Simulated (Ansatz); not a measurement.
Mn3Si under changes of volume

One of the cells (11.709 Å³/atom); the others are scaled copies at fixed shape and fractional positions:

```
CELL_PARAMETERS angstrom
0.00000 2.86100 2.86100
2.86100 0.00000 2.86100
2.86100 2.86100 0.00000
ATOMIC_POSITIONS crystal
Mn 0.75000 0.75000 0.75000
Mn 0.25000 0.25000 0.25000
Mn 0.50000 0.50000 0.50000
Si 0.00000 0.00000 0.00000
```

| Quantity | Value |
| --- | --- |
| Program | Ansatz 0.2.0 |
| Functional | PBEsol |
| Potentials or basis | all-electron LAPW, scalar-relativistic |
| Cutoff | 305 eV (chosen from the basis error) |
| Basis error allowed | 0.001 eV/atom |
| k mesh | 8 × 8 × 8 |
| Occupations | fermi-dirac, width 0.05 eV |
| Spin | collinear spin, ferromagnetic start |
| Starting moments | [4.0, 4.0, 4.0, 0.0] μB |

```csv
volume (Å³/atom),energy over the lowest point (meV/atom),pressure (GPa),moment (μB per cell)
11.007,0.00,-4.6,1.04
11.241,9.44,-8.8,1.02
11.475,24.72,-12.5,1.02
11.709,?,?,?
11.943,70.59,-18.9,1.01
12.177,100.11,-21.5,1.01
12.412,133.33,-23.9,1.00
```

What does the run at 11.709 Å³/atom give?

Energy over the lowest point 45.28 meV/atom; pressure -15.9 GPa; moment 1.01 μB per cell.

Worked out: A Birch-Murnaghan fit of order 3 (a polynomial in V^(-2/3)) to the other rows has its minimum at 10.80 Å³/atom, just outside them, with B0 = V·E''(V) = 234 GPa and B' = 4.5. It gives 45.34 meV/atom at 11.709 Å³/atom, against the run's 45.28, and -dE/dV = -15.8 GPa, against -15.9. A parabola through the other rows of the moment, of slope -0.0229 μB per Å³/atom there, gives 1.01 μB, against the run's 1.01.

Energies are extrapolated to zero smearing.

Caveats: the starting moments weren't kept.
